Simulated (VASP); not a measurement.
# GaAs (F-43m) in VASP: dielectric tensor with PBE+D3(BJ)

Aim: the dielectric tensor of GaAs with PBE+D3(BJ).

All numbers are computed with VASP 6.6.1; they aren't measurements. Logs are shortened: lines on timing, memory, paths and dates and some standing lists are left out, and cuts for length are marked.

**Experimental background.**

“Evidence of valence band perturbations in GaAsN/GaAs(001): A combined variable-angle spectroscopic ellipsometry and modulated photoreflectance investigation”, 2008, arxiv:0805.2212 reports, for a bulk crystal of GaAs at 300 K: band gap 1.418 ± 0.005 eV (direct).

A printed reference work, textbook reports, for a bulk crystal of GaAs at 300 K: high-frequency dielectric constant 10.89.

How close the calculation comes is told below.

## 1. The structure

The structure is cubic, space group F-43m (No. 216). The conventional cell has a = 5.681 Å, b = 5.681 Å, c = 5.681 Å, α = 90.00°, β = 90.00°, γ = 90.00°. Ga (site symmetry -43m) is surrounded by 4 As at 2.46 Å. As (site symmetry -43m) is surrounded by 4 Ga at 2.46 Å.

## 2. Dielectric tensor, PBE+D3(BJ)

The input, INCAR:

```
PREC     = Accurate       # precision mode
ENCUT    = 520            # plane-wave cutoff, eV
EDIFF    = 1E-7           # SCF threshold, eV
ISMEAR   = 0              # smearing method
SIGMA    = 0.02           # smearing width, eV
LREAL    = F              # projectors in reciprocal space
LASPH    = T              # aspherical terms in the spheres
NELM     = 80             # most SCF steps
ALGO     = Fast           # electronic algorithm
ISIF     = 2              # what is computed and relaxed
LWAVE    = F              # write WAVECAR
LCHARG   = F              # write CHGCAR
GGA      = PE             # functional
IVDW     = 12             # dispersion correction
LEPSILON = T              # dielectric tensor by DFPT
```

The input, KPOINTS:

```
Automatic mesh
0
Gamma
  10 10 10
```

The input, POSCAR:

```
GaAs                                    
1.0
    0.0000000000      2.8404187157      2.8404187157
    2.8404187157      0.0000000000      2.8404187157
    2.8404187157      2.8404187157      0.0000000000
  Ga              As            
     1     1
Direct
     0.0000000000000000    0.0000000000000000    0.0000000000000000
     0.2500000000000000    0.2500000000000000    0.2500000000000000
```

Potentials or basis: VASP PAW PBE potentials, release 64 (Ga_d, As).

Command:

```
$ cat potpaw_PBE.64/Ga_d/POTCAR potpaw_PBE.64/As/POTCAR > POTCAR
$ mpirun -np 1 vasp_std > vasp.out
```

OUTCAR:

```text
PREC = Accurate
   ENCUT = 520
   EDIFF = 1E-7
   ISMEAR = 0
   LREAL = F
   LASPH = T
   NELM = 80
   ISIF = 2
   GGA = PE
   IVDW = 12
   LEPSILON = T
 IVDW          = 12

 ion  position               nearest neighbor table
   1  0.000  0.000  0.000-   2 2.46   2 2.46   2 2.46   2 2.46
   2  0.250  0.250  0.250-   1 2.46   1 2.46   1 2.46   1 2.46

  LATTYP: Found a face centered cubic cell.
 ALAT       =     5.6808374314

  Lattice vectors:

 A1 = (   0.0000000000,   2.8404187157,   2.8404187157)
 A2 = (   2.8404187157,   0.0000000000,   2.8404187157)
 A3 = (   2.8404187157,   2.8404187157,   0.0000000000)

Analysis of symmetry for initial positions (statically):
=====================================================================
 Subroutine PRICEL returns:
 Original cell was already a primitive cell.

 Routine SETGRP: Setting up the symmetry group for a
 face centered cubic supercell.

 Subroutine GETGRP returns: Found 24 space group operations
 (whereof 24 operations were pure point group operations)
 out of a pool of 48 trial point group operations.

The static configuration has the point symmetry T_d .

Analysis of symmetry for dynamics (positions and initial velocities):
=====================================================================
 Subroutine PRICEL returns:
 Original cell was already a primitive cell.

 Routine SETGRP: Setting up the symmetry group for a
 face centered cubic supercell.

 Subroutine GETGRP returns: Found 24 space group operations
 (whereof 24 operations were pure point group operations)
 out of a pool of 48 trial point group operations.

The dynamic configuration has the point symmetry T_d .

 Subroutine INISYM returns: Found 24 space group operations
 (whereof 24 operations are pure point group operations),
 and found     1 'primitive' translations

----------------------------------------------------------------------------------------

                                     Primitive cell

  volume of cell :      45.8329

  direct lattice vectors                    reciprocal lattice vectors
     0.000000000  2.840418716  2.840418716    -0.176030385  0.176030385  0.176030385
     2.840418716  0.000000000  2.840418716     0.176030385 -0.176030385  0.176030385
     2.840418716  2.840418716  0.000000000     0.176030385  0.176030385 -0.176030385

  length of vectors
     4.016958671  4.016958671  4.016958671     0.304893570  0.304893570  0.304893570

  position of ions in fractional coordinates (direct lattice)
     0.000000000  0.000000000  0.000000000
     0.250000000  0.250000000  0.250000000

  ion indices of the primitive-cell ions
   primitive index   ion index
                 1           1
                 2           2

----------------------------------------------------------------------------------------

 KPOINTS: Automatic mesh

Automatic generation of k-mesh.
 Grid dimensions read from file:
 generate k-points for:   10   10   10

 Generating k-lattice:

  Cartesian coordinates                     Fractional coordinates (reciprocal lattice)
    -0.017603038  0.017603038  0.017603038     0.100000000  0.000000000  0.000000000
     0.017603038 -0.017603038  0.017603038     0.000000000  0.100000000  0.000000000
     0.017603038  0.017603038 -0.017603038     0.000000000  0.000000000  0.100000000

  Length of vectors
     0.030489357  0.030489357  0.030489357

  Shift w.r.t. Gamma in fractional coordinates (k-lattice)
     0.000000000  0.000000000  0.000000000

 Subroutine IBZKPT returns following result:
 ===========================================

 Found     47 irreducible k-points:

 Following reciprocal coordinates:
            Coordinates               Weight
  0.000000  0.000000  0.000000      1.000000
  0.100000  0.000000  0.000000      8.000000
[... 72 lines left out ...]
 non-spin polarized calculation
 RMM-DIIS sequential band-by-band and
 Gauss-broadening in eV      SIGMA  =   0.02
  energy-cutoff  :      520.00
  volume of cell :       45.83
 maximum number of plane-waves:      1258
 NGX is ok and might be reduce to    30
   NGX = 15   NGY = 15   NGZ = 15

--------------------------------------- Ionic step        1  -------------------------------------------

 number of electron      17.9999987 magnetization

 E-fermi :   3.8757     XC(G=0):  -9.5236

 val. band max:        3.7973122629   @ k =   0.0000   0.0000   0.0000
 cond. band min:       4.2101455269   @ k =   0.0000   0.0000   0.0000
 fundamental gap:      0.4128332640
 Fermi energy:         3.8756956901

 k-point     1 :       0.0000    0.0000    0.0000
  band No.  band energies     occupation
      1     -10.9838      2.00000
      2     -10.9838      2.00000
      3     -10.9838      2.00000
      4     -10.9081      2.00000
      5     -10.9081      2.00000
      6      -8.8259      2.00000
      7       3.7973      2.00000
      8       3.7973      2.00000
      9       3.7973      2.00000
     10       4.2101      0.00000
     11       7.5232      0.00000
     12       7.5232      0.00000
     13       7.5232      0.00000
[... 354 lines left out ...]
  band No.  band energies     occupation
      1     -11.0706      2.00000
      2     -10.9494      2.00000
      3     -10.9481      2.00000
      4     -10.9247      2.00000
      5     -10.8989      2.00000
      6      -7.1290      2.00000
      7      -1.8299      2.00000
      8       1.2604      2.00000
      9       1.5917      2.00000
     10       5.6561      0.00000
     11       6.6494      0.00000
     12      11.0303      0.00000
     13      11.6640      0.00000

 [... further k-points ...]

  FORCE on cell =-STRESS in cart. coord.  units (eV):
  Direction    XX          YY          ZZ          XY          YZ          ZX
  --------------------------------------------------------------------------------------
  -------------------------------------------------------------------------------------
  Total      -0.00187    -0.00187    -0.00187     0.00000     0.00000    -0.00000
  in kB      -0.06535    -0.06535    -0.06535     0.00000     0.00000    -0.00000
  external pressure =       -0.07 kB  Pullay stress =        0.00 kB

 VOLUME and BASIS-vectors are now :
 -----------------------------------------------------------------------------
  energy-cutoff  :      520.00
  volume of cell :       45.83
      direct lattice vectors                 reciprocal lattice vectors
     0.000000000  2.840418716  2.840418716    -0.176030385  0.176030385  0.176030385
     2.840418716  0.000000000  2.840418716     0.176030385 -0.176030385  0.176030385
     2.840418716  2.840418716  0.000000000     0.176030385  0.176030385 -0.176030385

 POSITION                                       TOTAL-FORCE (eV/Angst)
 -----------------------------------------------------------------------------------
      0.00000      0.00000      0.00000        -0.000000     -0.000000     -0.000000
      1.42021      1.42021      1.42021         0.000000      0.000000      0.000000
 -----------------------------------------------------------------------------------
    total drift:                                0.000002      0.000002      0.000002

  FREE ENERGIE OF THE ION-ELECTRON SYSTEM (eV)
  ---------------------------------------------------
  free  energy   TOTEN  =        -8.9025838960 eV

  energy  without entropy=       -8.9025838960  energy(sigma->0) =       -8.90258390

 HEAD OF MICROSCOPIC STATIC DIELECTRIC TENSOR (INDEPENDENT PARTICLE, excluding Hartree and local field effects)
 ------------------------------------------------------
          28.794701    -0.000000     0.000000
           0.000000    28.794701     0.000000
          -0.000000     0.000000    28.794701
 ------------------------------------------------------

 Free energy of the ion-electron system (eV)
  ---------------------------------------------------
  ---------------------------------------------------
  free energy    TOTEN  =        -3.63863159 eV

  energy without entropy =       -3.63863159

------------------------ aborting loop because EDIFF is reached ----------------------------------------

 Edisp (eV)   -0.63971

 E8    (eV) :    -0.2855
[... 7 lines left out ...]
 E8    (eV) :    -0.2855

--------------------------------------- Ionic step        3  -------------------------------------------

 Free energy of the ion-electron system (eV)
  ---------------------------------------------------
  ---------------------------------------------------
  free energy    TOTEN  =        -3.63863193 eV

  energy without entropy =       -3.63863193

------------------------ aborting loop because EDIFF is reached ----------------------------------------

 Edisp (eV)   -0.63971

 E8    (eV) :    -0.2855

 PIEZOELECTRIC TENSOR FIELD DIRECTION 3  (e Angst)
 -----------------------------------------------------------------------------
    -0.00106 -2.72806  0.00000           (  0.00000 -0.01434  0.00000)
    -2.72806 -0.00106  0.00000           ( -0.01434  0.00000  0.00000)
     0.00000  0.00000 -0.00024           (  0.00000  0.00000 -0.00000)

 PIEZOELECTRIC TENSOR FIELD DIRECTION 3  (C/m^2)
 -----------------------------------------------------------------------------
    -0.00037 -0.95365  0.00000
    -0.95365 -0.00037  0.00000
     0.00000  0.00000 -0.00008

 MACROSCOPIC STATIC DIELECTRIC TENSOR (including local field effects in DFT)
 ------------------------------------------------------
          28.373628    -0.000000    -0.000000
          -0.000000    28.373628     0.000000
           0.000000     0.000000    28.373628
 ------------------------------------------------------

 PIEZOELECTRIC TENSOR (including local field effects)  for field in x, y, z        (e  Angst)
          XX          YY          ZZ          XY          YZ          ZX
  --------------------------------------------------------------------------------
  x     0.00000     0.00000     0.00000     0.00000    -2.73522     0.00000
  y     0.00000    -0.00000    -0.00000     0.00000     0.00000    -2.73522
  z     0.00000     0.00000     0.00000    -2.73522     0.00000     0.00000

 PIEZOELECTRIC TENSOR (including local field effects)  for field in x, y, z        (C/m^2)
          XX          YY          ZZ          XY          YZ          ZX
  --------------------------------------------------------------------------------
  x     0.00000     0.00000     0.00000     0.00000    -0.95615     0.00000
  y     0.00000    -0.00000    -0.00000     0.00000     0.00000    -0.95615
  z     0.00000     0.00000     0.00000    -0.95615     0.00000     0.00000

 BORN EFFECTIVE CHARGES (including local field effects) (in |e|, cummulative output)
 ---------------------------------------------------------------------------------
 ion    1
    1     2.23230     0.00000    -0.00000
    2     0.00000     2.23230     0.00000
    3     0.00000     0.00000     2.23230
 ion    2
    1    -2.23230    -0.00000     0.00000
    2     0.00000    -2.23230    -0.00000
    3    -0.00000    -0.00000    -2.23230
```

Wall time 8.1 min (1 thread of AMD EPYC 9R14 (Zen 4), shared host); peak memory 0.39 GiB.

What came out:

```
Band gap on the k mesh                  : 0.41 eV, direct
Electronic dielectric tensor (diagonal) : 28.37
Born charges (mean of the diagonal)     : Ga +2.23; As -2.23 e
Dispersion energy per atom              : -0.320 eV
```

Electronic dielectric tensor:
```
28.37  0.00  0.00
 0.00 28.37  0.00
 0.00  0.00 28.37
```

Born effective charge tensors (e):
atom 1, Ga
```
2.23 0.00 0.00
0.00 2.23 0.00
0.00 0.00 2.23
```
atom 2, As
```
-2.23  0.00  0.00
 0.00 -2.23  0.00
 0.00  0.00 -2.23
```

Caveat: the gap is small at this level, which inflates the dielectric constant.

## 3. Against experiment

Step 2. Measured gap of GaAs: 1.418 eV (direct; 300 K; “Evidence of valence band perturbations in GaAsN/GaAs(001): A combined variable-angle spectroscopic ellipsometry and modulated photoreflectance investigation”, 2008, arxiv:0805.2212). This calculation gives 0.41 eV (-1.01 eV). So large a miss can be the level of theory's own, or it may mean another phase, state or a wrong row. 3 values of this kind are on record (1.412 to 1.51 eV); this one was drawn at random among those near their median, those with a stated uncertainty first. Spin-orbit coupling on As, Ga is left out. The value is that of PBE+D3(BJ), without temperature or zero-point motion. Semilocal functionals fall short of measured gaps as a rule. A measured high-frequency dielectric constant of GaAs is 10.89 (300 K; a printed reference work, textbook); the calculated 28.37 misses it by +160.5 %. So large a miss can be the level of theory's own, or it may mean another phase, state or a wrong row.
